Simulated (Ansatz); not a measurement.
# Moving the pressure in AlN

The cell as given:

```cif
data_structure
_symmetry_space_group_name_H-M 'P6_3mc'
_symmetry_Int_Tables_number 186
_cell_length_a 3.1130
_cell_length_b 3.1130
_cell_length_c 4.9810
_cell_angle_alpha 90.000
_cell_angle_beta 90.000
_cell_angle_gamma 120.000
_cell_volume 41.80
loop_
_atom_site_label
_atom_site_type_symbol
_atom_site_symmetry_multiplicity
_atom_site_Wyckoff_symbol
_atom_site_fract_x
_atom_site_fract_y
_atom_site_fract_z
_atom_site_occupancy
Al1 Al 2 b 0.66667 0.33333 0.50000 1
N1 N 2 b 0.66667 0.33333 0.88000 1
```

Kept alike: task relaxation of cell and atoms; functional PBE; k mesh 10 × 10 × 6; occupations fermi-dirac, width 0.05 eV; no spin polarisation. Program: Ansatz, all-electron LAPW, scalar-relativistic. The mesh is that of the run's cell of 4 atoms. No spin-orbit coupling.

| run | volume (Å³/atom) | first edge of the run's cell (Å) | third edge of the run's cell (Å) |
| --- | --- | --- | --- |
| A | 9.409 | 3.015 | 4.780 |
| B | 9.748 | 3.047 | 4.851 |
| C | 10.641 | 3.130 | 5.018 |
| D | 10.148 | 3.084 | 4.928 |
| E | 10.380 | 3.106 | 4.970 |

The relaxations keep at least the cell's symmetry (P6_3mc). The runs follow the start's structure, whether or not it is the stable one at these pressures. P is the pressure aimed at, which the runs meet within some hundredths to tenths of a GPa.

Q: The runs differ in the pressure alone: 0; 5; 10; 20; 30 GPa. Which run is which?

A: Run A is 30 GPa; run B is 20 GPa; run C is 0 GPa; run D is 10 GPa; run E is 5 GPa. The volume falls from 10.641 to 9.409 Å³/atom between 0 and 30 GPa. The volume falls ever more slowly, since the solid stiffens under load. At the pressures aimed at, which the runs meet within some tenths of a GPa, the step from 0 to 5 GPa gives a mean bulk modulus near 201 GPa, the last step 283 GPa. The first edge of the run's cell falls from 3.130 to 3.015 Å between 0 and 30 GPa. The third edge of the run's cell falls from 5.018 to 4.780 Å between 0 and 30 GPa.
